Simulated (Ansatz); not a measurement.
# SiNi (Pmmn) in Ansatz: a series of runs

One crystal, SiNi, is run at these levels: PBE, r2SCAN, r2SCAN+U; tasks: phonons, band structure.

All numbers are computed with Ansatz 0.2.0; they aren't measurements. Logs are shortened: lines on timing, memory, paths and dates and some standing lists are left out, and cuts for length are marked.

### Step 1. Starting point

The structure is orthorhombic, space group Pmmn (No. 59). The conventional cell has a = 2.943 Å, b = 3.280 Å, c = 4.677 Å, α = 90.00°, β = 90.00°, γ = 90.00°. Ni (site symmetry mm2) has 6 Si at 2.34 to 2.37 Å and 4 Ni at 2.65 Å as nearest neighbours. Si (site symmetry mm2) has 6 Ni at 2.34 to 2.37 Å and 4 Si at 2.65 Å as nearest neighbours.

The cell is a database's computed one.

### Step 2. Phonons, PBE, collinear spin, ferromagnetic start

input.yaml

```yaml
crystal:
  lattice:
    - [2.94277066, 0.0, 0.0]
    - [0.0, 3.28032554, 0.0]
    - [0.0, 0.0, 4.67744676]
  atoms:
    - { symbol: Ni, position: [0.5, 0.5, 0.34249559], spin: 1.0 }
    - { symbol: Ni, position: [0.0, 0.0, 0.65750441], spin: 1.0 }
    - { symbol: Si, position: [0.5, 0.5, 0.84314316] }
    - { symbol: Si, position: [0.0, 0.0, 0.15685684] }
hamiltonian:
  xc: pbe
  pseudopotentials: { kind: paw }
magnetization:
  spin_polarized: true
kpoints:
  mp_grid: { grid: [8, 8, 6] }
scf:
  occupations: { method: fermi_dirac, width: 0.05 }
phonons:
  method: dfpt
```

Potentials or basis: Ansatz PAW.

Command:

```console
> ansatz run input.yaml --threads 2 --pin off --max-ram 5632MiB --backend cpu --events-out ev --progress --plain --runs-dir out
```

Log:

```text
Warning: RAYON_NUM_THREADS=2 ignored (pool sized by the plan → 2); use --threads N
zone centre: on kpoints.mp_grid the ground state, and the responses unless they are solved on pairs of k-points, stand on 100 of the mesh's 384 k-points, reduced under 4 symmetry operations, with k and −k counted as one. Each operation leaves every solved displacement unchanged or reverses it
Engine: ansatz 0.2.0, aarch64-unknown-linux-gnu
Pseudopotentials: kind: paw
Pseudopotential: Ni, paw, valence charge 18, recommended cutoff 420 eV (normal), Ni.paw.azcp
Pseudopotential: Si, paw, valence charge 4, recommended cutoff 420 eV (normal), Si.paw.azcp
Functional definition: PBE
  parameter kappa = 0.804
  parameter beta = 0.06672455060314922
  exchange = pbe_x(kappa = kappa, mu = beta*pi^2/3)
  correlation = pbe_c(beta = beta)
Crystal: 4 atoms, lattice volume = 45.153 Å³
Basis set: ecut = 420 eV, 893 PW (Γ), exchange–correlation on 40×48×64 points (8 copies of the dense FFT grid, shifted against one another)
Bands: 28, of which v1, the nominal top of the filled ones, is band 22 counted from 1 (21 counted from 0)
Symmetry: 8 space group operations
Space group: Pmmn (ITA 59), of the structure as read, at distance tolerance 3.6e-5 Å
Magnetic group: BNS 59.405 (UNI 503), of the structure as read, at distance tolerance 3.6e-5 Å
k-points: 100 of 384
Non-local potential: Ni, projectors of the file, l = 0: 3, l = 1: 2, l = 2: 3, l = 3: 1
Non-local potential: Si, projectors of the file, l = 0: 2, l = 1: 2, l = 2: 2
PAW form: soft (Blöchl's): semilocal exchange-correlation on the pseudo side does not see the compensation charge
PAW one-centre angular grid: Ni, 590 points (default); XC on 64 Gauss nodes
PAW one-centre angular grid: Si, 110 points (default); XC on 64 Gauss nodes
Initial density: superposition of atomic densities (chi_scale 0.1, normalization cell)
Starting moments: Σ|m| = 2 μB on 2 of 4 sites
Initial wavefunctions: pseudopotential atomic-orbital guess
Functional: x = pbe(κ = 0.804, μ = 0.2195149727645171), c = pbe(β = 0.06672455060314922)
SCF 1 converged in 12 iterations: F = -12952.846338 eV  dr2 = 1.24e-9
Bands: 27, of which v1, the nominal top of the filled ones, is band 22 counted from 1 (21 counted from 0)
k-points: 100 of 384 (irreducible under 4 space group operations, time reversal used)
Initial density: read from a saved state, or passed on in memory by an earlier SCF of this step, an earlier step, the calling program or the single point that the run made first
Stability of the state it starts from, as read at its close in the collinear treatment: not read negative (Ritz values of 1 − χ₀K, real part plus size of imaginary part, from 0.89 to 0.98, by its mixing steps under the symmetry group of the SCF that read it); its run was given moments
iter 1 solved again at ethr=4.18e-7 eV; its pass at ethr=3.10e-3 eV (dr2=1.84e-4 eV) is discarded
SCF iter   1: F=—  HF=-12952.846337 eV  |F-HF|=—  |Δ(HF+E_count)|=         —  Δρ=5.57e-7 (↑5.57e-7 ↓5.57e-7)  dr2=5.13e-10  dr2_m=0.00e0  M=0.000 μB ∫|m|=0.000 μB  β_m=0.30  ethr=4.18e-7  ⟨swp⟩=2.9  Hψ=17820  notcnv=0
eigensolver tolerance schedule: the retry pair's looser diagonalisation over-reported the residual by 358720.20 of it (diagonalisation noise at an unbounded share of the residual, at the tolerance the schedule requests for it); recorded, not acted on — ethr = c·dr2/N_el stays at c = 1.0e-1
preconditioner: auto → Kerker (q_TF=auto, 2.717 Å⁻¹)  [metal: Δε(μ)=0.053 eV  Ē_g=7.628 eV  σ=0.050 eV  W_gap=0.26  n_scr=16 (ndim 8)  ℏωp=29.2 eV  f_vac=0.000  D(μ)=1.19/eV (n_scr^D=6)]
spin=Collinear: Kerker preconditioning applied to the charge; magnetization (m = ρ↑ − ρ↓) channel mixes plain (no charge-response kernel on spin).
SCF iter   2: F=—  HF=-12952.846338 eV  |F-HF|=—  |Δ(HF+E_count)|=   8.16e-7  Δρ=3.97e-7 (↑3.97e-7 ↓3.97e-7)  dr2=2.64e-10  dr2_m=0.00e0  M=0.000 μB ∫|m|=0.000 μB  β_m=0.54  ethr=1.16e-12  ⟨swp⟩=3.9  Hψ=7708  notcnv=0
SCF iter   3: F=—  HF=-12952.846338 eV  |F-HF|=—  |Δ(HF+E_count)|=  1.33e-10  Δρ=1.05e-6 (↑1.05e-6 ↓1.05e-6)  dr2=1.16e-9  dr2_m=0.00e0  M=0.000 μB ∫|m|=0.000 μB  β_m=0.37  ethr=1.00e-12  ⟨swp⟩=2.9  Hψ=4990  notcnv=0  recentre
SCF iter   4: F=—  HF=-12952.846338 eV  |F-HF|=—  |Δ(HF+E_count)|=  1.62e-10  Δρ=1.38e-7 (↑1.38e-7 ↓1.38e-7)  dr2=3.99e-11  dr2_m=0.00e0  M=0.000 μB ∫|m|=0.000 μB  β_m=0.58  ethr=1.00e-12  ⟨swp⟩=2.1  Hψ=3927  notcnv=0
SCF iter   5: F=-12952.846338 eV  HF=-12952.846338 eV  |F-HF|=3.64e-12  |Δ(HF+E_count)|=  1.82e-12  Δρ=7.47e-8 (↑7.47e-8 ↓7.47e-8)  dr2=5.07e-12  dr2_m=0.00e0  M=0.000 μB ∫|m|=0.000 μB  ethr=1.00e-12  ⟨swp⟩=4.0  Hψ=12108  notcnv=0
SCF 2 converged in 5 iterations: F = -12952.846338 eV  dr2 = 5.07e-12
DFPT response loops at Γ: preconditioner auto → Kerker (q_TF=auto, 2.717 Å⁻¹) (partly filled bands, converged f_vac=0.000); β = 1.00, the filter's whole step (`scf.mixing.beta` (0.30) is not read by the response loops under this deck's `scf.mixing.preconditioner`; to damp them name `kerker` or `kerker_dos`, under which they read `scf.mixing.beta`, and type it under 1.00, their step now; both keys bind the ground state too); Broyden in place of MSR1
SCF converged after 5 iterations
Magnetization: 0.0000 μB (22.0000 up, 22.0000 down)
Absolute magnetization: 0.0000 μB (∫|ρ↑−ρ↓|)
Spin contamination: 0.0000 ħ² per cell (⟨S²⟩ above its minimum at these occupations)
Per-site moments (μB) at R_I (Å): [(0.0, 0.963473942393171), (0.0, 0.9634739423931709), (0.0, 0.963473942393171), (0.0, 0.9634739423931709)]
Free energy (F): -12952.846338 eV
Harris-Foulkes:  -12952.846338 eV  (|F-HF|=3.64e-12)
Internal energy: -12952.836598 eV  (E = F + TS)
E sigma→0 (E₀):  -12952.841468 eV
Entropy (-TS):   -0.009740 eV (-2.435 meV/atom)
Fermi energy:    16.375380 eV
--- Per-component energies (eV) ---
  E_band       = -589.945151
  E_kinetic    = 659.702688
  E_local      = -8860.754923  (includes V_loc(G=0)·N_el)
  E_nonlocal   = 1321.341292
  E_hartree    = 3834.861580
  E_xc         = -286.027039
  E_vxc        = -320.435130  (∫ρ·V_xc dr)
  E_paw        = -4286.906676  (= ΣΔE_a)
  E_vpaw       = -1059.523124  (= ΣTr[D̂ρ^β])
  E_aug_tail   = 0.001092  (compensation charges beyond the density's cutoff)
  E_ewald      = -5335.054613
  E_smearing   = -0.009740  (= −TS)
  E_closure    = 0.000000  (closes the sum)
  Σ components = -12952.846338   (vs F -12952.846338, Δ=0.00e0)
--- Band table (eV; the first three rows and the last of 200) ---
  k-point 0 ↑: bands = ["-87.6806", "-87.6711", "-48.2060", "-48.1774", "-48.0871", "-48.0486", "-48.0040", "-47.9749", "2.1745", "7.9937", "9.6197", "12.0186", "12.5397", "13.3443", "13.4546", "13.5209", "13.5881", "13.6441", "14.0139", "14.3249", "14.3416", "14.9764", "17.5915", "19.1019", "21.5322", "21.9076", "23.6290"]
  k-point 1 ↑: bands = ["-87.6805", "-87.6711", "-48.2060", "-48.1775", "-48.0871", "-48.0486", "-48.0040", "-47.9749", "2.3233", "7.1594", "10.1268", "12.0791", "12.4867", "13.3559", "13.4655", "13.4866", "13.5184", "13.6314", "13.9223", "14.3129", "14.8982", "15.4252", "17.8918", "19.0117", "20.6396", "21.8508", "22.9339"]
  k-point 2 ↑: bands = ["-87.6805", "-87.6710", "-48.2058", "-48.1779", "-48.0871", "-48.0486", "-48.0040", "-47.9750", "2.7023", "5.9839", "10.6111", "12.2062", "12.3766", "13.3166", "13.3681", "13.3929", "13.4881", "13.6052", "13.7436", "14.2881", "16.4098", "16.6347", "18.6466", "18.8352", "19.1662", "21.5895", "21.6737"]
  k-point 99 ↓: bands = ["-87.6746", "-87.6746", "-48.1902", "-48.1902", "-48.0774", "-48.0774", "-47.9997", "-47.9997", "8.9367", "8.9367", "9.4530", "9.4530", "11.3347", "11.3347", "12.6056", "12.6056", "13.4867", "13.4867", "14.2213", "14.2213", "14.8305", "14.8305", "15.9529", "15.9529", "17.4029", "17.4029", "24.4458"]
--- Phonons (Γ-DFPT): 6 representative perturbations + reference, on 100 of 384 k-points (Σ response iterations 18) ---
  k mesh reduced under 4 symmetry operations, with k and −k counted as one. Each operation leaves every solved displacement unchanged or reverses it
  ASR residual: 3.186e-4 → 0.000e0 eV/Å²; symmetrization residual: 6.438e-6 eV/Å²
  ASR residual per site (eV/Å²): 3.19e-4 3.19e-4 6.31e-5 6.31e-5
  Γ frequencies (cm⁻¹): 0.00 0.00 0.00 175.72 197.35 254.65 256.26 280.48 284.76 341.76 386.18 420.21
  non-analytic LO–TO correction: not included (Born effective charges unavailable; polar crystals: no LO–TO splitting at Γ)
```

Wall time 74 s (2 threads of Arm Neoverse V2, shared host); peak memory 0.93 GiB.

Results:

- Free energy: -12952.8463 eV
- Band gap on the k mesh: none (metal or under the smearing width)
- Net moment: 0.00 μB per cell
- Absolute moment: 0.00 μB per cell
- Highest phonon frequency at Γ: 420 cm⁻¹

Phonon frequencies in cm⁻¹ (negative: imaginary):
| q point | frequencies |
| --- | --- |
| (0.000, 0.000, 0.000) | 0 0 0 176 197 255 256 280 285 342 386 420 |

### Step 3. Band structure, r2SCAN, collinear spin, ferromagnetic start

input.yaml: that of step 2 with these lines changed.

```diff
@@ -11,3 +11,3 @@
 hamiltonian:
-  xc: pbe
+  xc: r2scan
   pseudopotentials: { kind: paw }
@@ -16,6 +16,17 @@
 kpoints:
-  mp_grid: { grid: [8, 8, 6] }
+  mp_grid: { grid: [9, 8, 6] }
+  band_path:
+    path:
+      - [[0.0, 0.0, 0.0], [0.5, 0.0, 0.0], [0.5, 0.5, 0.0], [0.0, 0.5, 0.0], [0.0, 0.0, 0.0], [0.0, 0.0, 0.5], [0.5, 0.0, 0.5], [0.5, 0.5, 0.5], [0.0, 0.5, 0.5], [0.0, 0.0, 0.5]]
+      - [[0.0, 0.5, 0.0], [0.0, 0.5, 0.5]]
+      - [[0.5, 0.0, 0.5], [0.5, 0.0, 0.0]]
+      - [[0.5, 0.5, 0.0], [0.5, 0.5, 0.5]]
+    npoints: 14
 scf:
   occupations: { method: fermi_dirac, width: 0.05 }
-phonons:
-  method: dfpt
+  n_extra_bands: 10
+output:
+  forces: true
+  stress: true
+  eigenvalues: true
+  fatbands: true
```

Potentials or basis: Ansatz PAW.

Command:

```console
> ansatz run input.yaml --threads 2 --pin off --max-ram 5632MiB --backend cpu --events-out ev --progress --plain --runs-dir out
```

Log:

```text
Warning: RAYON_NUM_THREADS=2 ignored (pool sized by the plan → 2); use --threads N
scf.n_extra_bands = 10 over 22 filled bands (N_el = 44.0): the run solves 32 bands
[... 2 set-up lines as earlier in the session ...]
Pseudopotential: Ni, paw, valence charge 18, recommended cutoff 500 eV (meta_gga), Ni.paw.azcp
Pseudopotential: Si, paw, valence charge 4, recommended cutoff 500 eV (meta_gga), Si.paw.azcp
Functional definition: r2SCAN
[... 86 lines left out ...]
  atom   4  Si     0.00000000     0.00000000     0.00027074
  max |Σ_I F_I| component: 3.52e-18 eV/Å
--- Stress (GPa, compression-positive) ---
        0.706757       0.000000       0.000000
        0.000000       1.139071       0.000000
        0.000000       0.000000      -0.568060
  P = ⅓ Tr σ = 0.4259 GPa (4.259 kbar)
--- Band table (eV; the first three rows and the last of 200) ---
  k-point 0 ↑: bands = ["-91.4517", "-91.4419", "-50.4967", "-50.4672", "-50.3877", "-50.3477", "-50.2930", "-50.2629", "1.3350", "7.5097", "9.2010", "11.7233", "12.2673", "13.1276", "13.2839", "13.3101", "13.3142", "13.4320", "13.8114", "14.1521", "14.2063", "14.7993", "17.5931", "19.2861", "21.7345", "22.1815", "24.0419", "24.4490", "24.4519", "25.6857", "27.2897", "27.9842"]
  k-point 1 ↑: bands = ["-91.4517", "-91.4419", "-50.4966", "-50.4674", "-50.3876", "-50.3477", "-50.2930", "-50.2629", "1.4894", "6.6276", "9.7378", "11.7868", "12.2027", "13.1374", "13.2465", "13.2792", "13.3217", "13.4077", "13.7191", "14.1936", "14.7285", "15.2670", "17.9075", "19.2031", "20.7668", "22.1205", "23.2694", "23.5263", "25.4955", "26.2968", "27.4347", "28.0462"]
  k-point 2 ↑: bands = ["-91.4517", "-91.4419", "-50.4964", "-50.4679", "-50.3876", "-50.3478", "-50.2930", "-50.2630", "1.8805", "5.3950", "10.2402", "11.9199", "12.0731", "13.0877", "13.1184", "13.1685", "13.3458", "13.3994", "13.5415", "14.1672", "16.2974", "16.5519", "18.6994", "19.0383", "19.2007", "21.7316", "21.9103", "22.1195", "25.5337", "27.2462", "27.3244", "29.4347"]
  k-point 99 ↓: bands = ["-91.4457", "-91.4457", "-50.4805", "-50.4805", "-50.3767", "-50.3767", "-50.2891", "-50.2891", "8.1394", "8.1394", "9.2896", "9.2896", "11.0377", "11.0377", "12.3912", "12.3912", "13.1673", "13.1673", "13.9936", "13.9936", "14.6885", "14.6885", "15.8878", "15.8878", "17.6042", "17.6042", "24.5786", "24.5786", "26.0016", "26.0016", "27.9076", "27.9076"]
```

It took 59 s on 2 threads of Arm Neoverse V1, shared host; peak memory 0.64 GiB.

Results:

- Free energy: -12970.3780 eV
- Pressure: 0.4 GPa
- Largest force: 0.030 eV/Å
- Band gap on the k mesh: none (metal or under the smearing width)
- Net moment: 0.00 μB per cell
- Absolute moment: 0.00 μB per cell

Forces in eV/Å, atoms in the order of the input:
```
Ni   0.000  0.000  0.030
Ni   0.000  0.000 -0.030
Si   0.000  0.000  0.000
Si   0.000  0.000  0.000
```

Stress tensor (GPa, compression positive):
```
 0.71  0.00  0.00
 0.00  1.14  0.00
 0.00  0.00 -0.57
```

Levels at the corners of the path, in eV from the Fermi level:
Spin up:
| point | band 19 | band 20 | band 21 | band 22 | band 23 | band 24 | band 25 | band 26 |
| --- | --- | --- | --- | --- | --- | --- | --- | --- |
| Γ | -2.47 | -2.13 | -2.08 | -1.48 | 1.31 | 3.00 | 5.45 | 5.90 |
| X | -2.76 | -2.76 | -1.75 | -1.75 | 1.88 | 1.88 | 3.61 | 3.61 |
| S | -2.28 | -2.28 | -1.73 | -1.73 | 1.68 | 1.68 | 2.01 | 2.01 |
| Y | -2.38 | -2.38 | -2.38 | -2.38 | 1.26 | 1.26 | 5.30 | 5.30 |
| Γ | -2.47 | -2.13 | -2.08 | -1.48 | 1.31 | 3.00 | 5.45 | 5.90 |
| Z | -2.84 | -2.13 | 1.12 | 1.62 | 2.11 | 2.68 | 3.07 | 3.74 |
| U | -2.35 | -2.35 | -1.55 | -1.55 | 3.81 | 3.81 | 5.64 | 5.64 |
| R | -2.29 | -2.29 | -1.62 | -1.62 | -0.45 | -0.45 | 1.14 | 1.14 |
| T | -2.23 | -2.23 | -2.13 | -2.13 | 5.47 | 5.47 | 5.75 | 5.75 |
| Z | -2.84 | -2.13 | 1.12 | 1.62 | 2.11 | 2.68 | 3.07 | 3.74 |
| Y | -2.38 | -2.38 | -2.38 | -2.38 | 1.26 | 1.26 | 5.30 | 5.30 |
| T | -2.23 | -2.23 | -2.13 | -2.13 | 5.47 | 5.47 | 5.75 | 5.75 |
| U | -2.35 | -2.35 | -1.55 | -1.55 | 3.81 | 3.81 | 5.64 | 5.64 |
| X | -2.76 | -2.76 | -1.75 | -1.75 | 1.88 | 1.88 | 3.61 | 3.61 |
| S | -2.28 | -2.28 | -1.73 | -1.73 | 1.68 | 1.68 | 2.01 | 2.01 |
| R | -2.29 | -2.29 | -1.62 | -1.62 | -0.45 | -0.45 | 1.14 | 1.14 |
Spin down:
```tsv
point	band 19	band 20	band 21	band 22	band 23	band 24	band 25	band 26
Γ	-2.47	-2.13	-2.08	-1.48	1.31	3.00	5.45	5.90
X	-2.76	-2.76	-1.75	-1.75	1.88	1.88	3.61	3.61
S	-2.28	-2.28	-1.73	-1.73	1.68	1.68	2.01	2.01
Y	-2.38	-2.38	-2.38	-2.38	1.26	1.26	5.30	5.30
Γ	-2.47	-2.13	-2.08	-1.48	1.31	3.00	5.45	5.90
Z	-2.84	-2.13	1.12	1.62	2.11	2.68	3.07	3.74
U	-2.35	-2.35	-1.55	-1.55	3.81	3.81	5.64	5.64
R	-2.29	-2.29	-1.62	-1.62	-0.45	-0.45	1.14	1.14
T	-2.23	-2.23	-2.13	-2.13	5.47	5.47	5.75	5.75
Z	-2.84	-2.13	1.12	1.62	2.11	2.68	3.07	3.74
Y	-2.38	-2.38	-2.38	-2.38	1.26	1.26	5.30	5.30
T	-2.23	-2.23	-2.13	-2.13	5.47	5.47	5.75	5.75
U	-2.35	-2.35	-1.55	-1.55	3.81	3.81	5.64	5.64
X	-2.76	-2.76	-1.75	-1.75	1.88	1.88	3.61	3.61
S	-2.28	-2.28	-1.73	-1.73	1.68	1.68	2.01	2.01
R	-2.29	-2.29	-1.62	-1.62	-0.45	-0.45	1.14	1.14
```

Caveat: the magnetic or orbital state may not be the lowest; the PAW data sets come from PBE, with cores solved anew for the run's functional, which leaves a small shift of forces and pressure; the starting moments weren't kept.

### Step 4. Band structure, r2SCAN+U, collinear spin, ferromagnetic start

input.yaml: that of step 3 with these lines changed.

```diff
@@ -13,2 +13,3 @@
   pseudopotentials: { kind: paw }
+  hubbard: { sites: [{ species: Ni, l: d, u_eff: 1.0 }] }
 magnetization:
@@ -31,2 +32,2 @@
   eigenvalues: true
-  fatbands: true
+  fatbands: false
```

Command:

```console
> ansatz run input.yaml --threads 2 --pin off --max-ram 5632MiB --backend cpu --events-out ev --progress --plain --runs-dir out
```

Wall time 60 s (2 threads of Arm Neoverse V1, shared host); peak memory 0.73 GiB.

It converged, with:

- Free energy: -12969.4285 eV
- Pressure: 0.2 GPa
- Largest force: 0.038 eV/Å
- Band gap on the k mesh: none (metal or under the smearing width)
- Net moment: 0.00 μB per cell
- Absolute moment: 0.00 μB per cell

Forces in eV/Å, atoms in the order of the input:
```
Ni   0.000  0.000  0.038
Ni   0.000  0.000 -0.038
Si   0.000  0.000 -0.017
Si   0.000  0.000  0.017
```

Stress tensor (GPa, compression positive):
```
 0.35  0.00  0.00
 0.00  0.97  0.00
 0.00  0.00 -0.84
```

Levels at the corners of the path, in eV from the Fermi level:
Spin up:
| point | band 19 | band 20 | band 21 | band 22 | band 23 | band 24 | band 25 | band 26 |
| --- | --- | --- | --- | --- | --- | --- | --- | --- |
| Γ | -2.59 | -2.20 | -2.13 | -1.45 | 1.37 | 3.06 | 5.52 | 5.96 |
| X | -2.83 | -2.83 | -1.89 | -1.89 | 1.94 | 1.94 | 3.66 | 3.66 |
| S | -2.42 | -2.42 | -1.81 | -1.81 | 1.73 | 1.73 | 2.05 | 2.05 |
| Y | -2.53 | -2.53 | -2.47 | -2.47 | 1.31 | 1.31 | 5.35 | 5.35 |
| Γ | -2.59 | -2.20 | -2.13 | -1.45 | 1.37 | 3.06 | 5.52 | 5.96 |
| Z | -2.96 | -2.19 | 1.13 | 1.72 | 2.21 | 2.72 | 3.11 | 3.80 |
| U | -2.43 | -2.43 | -1.68 | -1.68 | 3.86 | 3.86 | 5.70 | 5.70 |
| R | -2.44 | -2.44 | -1.70 | -1.70 | -0.50 | -0.50 | 1.19 | 1.19 |
| T | -2.36 | -2.36 | -2.23 | -2.23 | 5.54 | 5.54 | 5.80 | 5.80 |
| Z | -2.96 | -2.19 | 1.13 | 1.72 | 2.21 | 2.72 | 3.11 | 3.80 |
| Y | -2.53 | -2.53 | -2.47 | -2.47 | 1.31 | 1.31 | 5.35 | 5.35 |
| T | -2.36 | -2.36 | -2.23 | -2.23 | 5.54 | 5.54 | 5.80 | 5.80 |
| U | -2.43 | -2.43 | -1.68 | -1.68 | 3.86 | 3.86 | 5.70 | 5.70 |
| X | -2.83 | -2.83 | -1.89 | -1.89 | 1.94 | 1.94 | 3.66 | 3.66 |
| S | -2.42 | -2.42 | -1.81 | -1.81 | 1.73 | 1.73 | 2.05 | 2.05 |
| R | -2.44 | -2.44 | -1.70 | -1.70 | -0.50 | -0.50 | 1.19 | 1.19 |
Spin down:
```tsv
point	band 18	band 19	band 20	band 21	band 22	band 23	band 24	band 25	band 26	band 27
Γ	-2.94	-2.59	-2.20	-2.13	-1.45	1.37	3.06	5.52	5.96	7.82
X	-2.85	-2.83	-2.83	-1.89	-1.89	1.94	1.94	3.66	3.66	6.54
S	-3.55	-2.42	-2.42	-1.81	-1.81	1.73	1.73	2.05	2.05	4.15
Y	-3.04	-2.53	-2.53	-2.47	-2.47	1.31	1.31	5.35	5.35	8.41
Γ	-2.94	-2.59	-2.20	-2.13	-1.45	1.37	3.06	5.52	5.96	7.82
Z	-2.99	-2.96	-2.19	1.13	1.72	2.21	2.72	3.11	3.80	4.85
U	-2.72	-2.43	-2.43	-1.68	-1.68	3.86	3.86	5.70	5.70	6.13
R	-3.02	-2.44	-2.44	-1.70	-1.70	-0.50	-0.50	1.19	1.19	8.54
T	-2.82	-2.36	-2.36	-2.23	-2.23	5.54	5.54	5.80	5.80	7.58
Z	-2.99	-2.96	-2.19	1.13	1.72	2.21	2.72	3.11	3.80	4.85
Y	-3.04	-2.53	-2.53	-2.47	-2.47	1.31	1.31	5.35	5.35	8.41
T	-2.82	-2.36	-2.36	-2.23	-2.23	5.54	5.54	5.80	5.80	7.58
U	-2.72	-2.43	-2.43	-1.68	-1.68	3.86	3.86	5.70	5.70	6.13
X	-2.85	-2.83	-2.83	-1.89	-1.89	1.94	1.94	3.66	3.66	6.54
S	-3.55	-2.42	-2.42	-1.81	-1.81	1.73	1.73	2.05	2.05	4.15
R	-3.02	-2.44	-2.44	-1.70	-1.70	-0.50	-0.50	1.19	1.19	8.54
```

Eigenvalues of the final occupation matrices:
```csv
site,spin,trace,eigenvalues
site 1,1,4.47,0.84 0.88 0.88 0.90 0.96
site 1,2,4.47,0.84 0.88 0.88 0.90 0.96
site 2,1,4.47,0.84 0.88 0.88 0.90 0.96
site 2,2,4.47,0.84 0.88 0.88 0.90 0.96
```

Caveat: the magnetic or orbital state may not be the lowest; the PAW data sets come from PBE, with cores solved anew for the run's functional, which leaves a small shift of forces and pressure; the U is typed as a test and isn't derived for this compound; the starting moments weren't kept. The state reached can hang on the start; a lower one may exist.

(Continued in part 2 of 2.)
